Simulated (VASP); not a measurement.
Set up this calculation in VASP 6.6.1, as the native input.

| Item | Value |
| --- | --- |
| Task | relaxation of cell and atoms |
| Functional | PBEsol |
| Potentials or basis | VASP PAW PBE potentials, release 64 (C) |
| Cutoff | 600 eV |
| k mesh | 14 × 14 × 8 |
| Occupations | gaussian, width 0.02 eV |
| Spin | no spin polarisation |
| Dipole correction | no |
| Further INCAR settings | ALGO = Normal; EDIFF = 1e-06; IBRION = 2; EDIFFG = -0.005; NSW = 100; ISIF = 3 |

The structure of C lies in POSCAR:

```
C
1.0
    2.1273203072     -1.2282824400      0.0000000000
    2.1273203072      1.2282824400      0.0000000000
   -1.3790696309      0.0000000000      3.5028300786
C
2
Direct
    0.8333555300      0.8333555300      0.0000930400
    0.1666444700      0.1666444700      0.9999069600
```

This is a stacking variant of graphite.

One way to write it, as run:

INCAR

```
SYSTEM = C
ALGO = Normal
EDIFF = 1E-6
EDIFFG = -0.005
ENCUT = 600
GGA = PS
IBRION = 2
ISIF = 3
ISMEAR = 0
LASPH = .TRUE.
LCHARG = .FALSE.
LREAL = .FALSE.
LWAVE = .FALSE.
NELM = 100
NSW = 100
PREC = Accurate
SIGMA = 0.02
```

KPOINTS

```
k-points
0
G
  14 14 8
  0 0 0
```

Potentials or basis: VASP PAW PBE potentials, release 64 (C).

Command:

```console
$ cat potpaw_PBE.64/C/POTCAR > POTCAR
$ mpirun -np 1 vasp_std > vasp.out
```

Results of the run:

```yaml
Relaxed_volume: 9.27 Å³/atom
Relaxed_cell: a = 2.460 Å, b = 2.460 Å, c = 3.804 Å, α = 108.54°, β = 108.54°, γ = 60.00°
Space_group_after_relaxing_to_0.05_Å: R-3m (No. 166)
Energy_gained_by_relaxing: 0.2 meV/atom
Ionic_steps: 35
Pressure_after_relaxing: 0.0 GPa
Largest_force_after_relaxing: 0.004 eV/Å
Band_gap_on_the_k_mesh: 0.81 eV, indirect (least direct gap 0.83 eV)
```

Caveat: the PAW data sets were made with another functional, which shifts forces and pressure a little; this functional lacks dispersion, which binds the layers, so the pressure and a relaxed spacing across them are unreliable.

Wall time 3.9 min on 1 thread of Intel(R) Xeon(R) 6975P-C (Granite Rapids) (shared host), peak memory 0.17 GiB.
